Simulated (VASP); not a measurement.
The system is Ir.

```
Ir
1.0
     2.75138    0.00000    0.00000
    -1.37569    2.38276    0.00000
     0.00000    0.00000    4.46229
Ir
2
Direct
  0.33333 0.66667 0.25000
  0.66667 0.33333 0.75000
```

This isn't the form of Ir at room conditions, which is fcc.

Base run:

```yaml
Program: VASP 6.6.1
Functional: TPSS
Potentials_or_basis: VASP PAW PBE potentials, release 64 (Ir)
Cutoff: 520 eV
k_mesh: 11 × 11 × 6
Occupations: fermi-dirac, width 0.05 eV
Spin: no spin polarisation
```

Its results: pressure -5.4 GPa.

Q: The run is repeated on the same cell with these changes: functional from TPSS to SCAN. What comes out?

A: Pressure -22.5 GPa.

Caveats: the PAW data sets were made with another functional, which shifts forces and pressure a little.
